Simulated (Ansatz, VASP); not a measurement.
# MnO2 in VASP and in Ansatz

```xyz
3
Lattice="2.8743 0.0000 0.0000 -1.4372 2.4892 0.0000 0.0000 0.0000 5.1558" Properties=species:S:1:pos:R:3 pbc="T T T"
Mn    0.0000    0.0000    0.0000
O     0.0000    1.6595    0.9555
O     1.4372    0.8297    4.2003
```

Alike in both runs: functional PBE; k mesh 14 × 14 × 6; occupations gaussian, width 0.05 eV; collinear spin.

Ansatz relaxed the structure, and its values are those at the end. VASP's run is a single point on that final structure, the one shown.

|  | VASP | Ansatz |
| --- | --- | --- |
| version | VASP 6.6.1 | Ansatz 0.2.0 |
| potentials or method | VASP PAW PBE potentials, release 64 (Mn_pv, O) | scalar-relativistic, plane waves, PAW |
| plane-wave cutoff (eV) | 520 | 420 |
| valence electrons in the cell | 25 | 27 |

```csv
,VASP,Ansatz,Ansatz less VASP
gap on the k mesh at the Fermi level (eV),0.95,0.99,+0.034
least direct gap on the mesh (eV),1.01,1.05,+0.034
pressure (GPa),1.3,0.4,-0.88
rms of the force components (eV/Å),0.044,0.003,-0.0413
net moment per atom (μB),1.00,1.00,0.000
size of the moment on the site where the two differ most (μB),2.85,2.51,-0.339
```

Site moments also hang on the region over which each program counts them. With one functional, cell and mesh, what is left measures potentials, basis and numerics. The two sets of potentials don't hold the same shells in valence.

Caveats: a cell with one magnetic atom can't hold antiferromagnetic order, which such compounds often take. A k mesh can miss the band edges.
